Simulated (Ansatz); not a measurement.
# Ag: strain energy, fitted

Ag, P6_3/mmc, a = 2.935 Å, c = 4.798 Å. This isn't the element's structure at ambient conditions. Ansatz: PBE, PAW, 420 eV, Γ-centred 24×24×12 mesh on 2 atoms, Gaussian smearing 0.10 eV; no spin polarisation. Series: biaxial strain in the a-b plane, c and atoms relaxed; x is the strain in per cent. y is the free energy over the unstrained cell, V0 = 17.892 Å³/atom.

| x (%) | y (meV/atom) |
| --- | --- |
| -3.0 | 16.81 |
| -2.0 | 6.57 |
| -1.0 | 1.24 |
| 0.0 | 0.00 |
| 1.0 | 2.40 |
| 2.0 | ? |
| 3.0 | 16.06 |

Q: Fit y = c2 x² + c3 x³ to the other rows, turn c2 into a modulus, and predict the missing energy.

A: Least squares on the rows shown. y = 1.8081 x² − 0.0090488 x³. In eV per unit strain² c2 is 18.08; M is the biaxial modulus (E = M V0 ε²): 18.08 × 160.2 / (17.892) = 162 GPa. The unstrained cell keeps some stress along the strain, worth a slope of 0.48 meV/atom per %, which the form leaves out. With a term in x⁴ added, the coefficient of x² becomes 1.543, 15 % less, which shows how far this figure hangs on the form. At x = 2.0 the fit asked for gives 7.16 meV/atom. The run gave 8.03 meV/atom, so the fit is 0.87 meV/atom too low, within twice the rms miss on the fitted rows (0.51 meV/atom).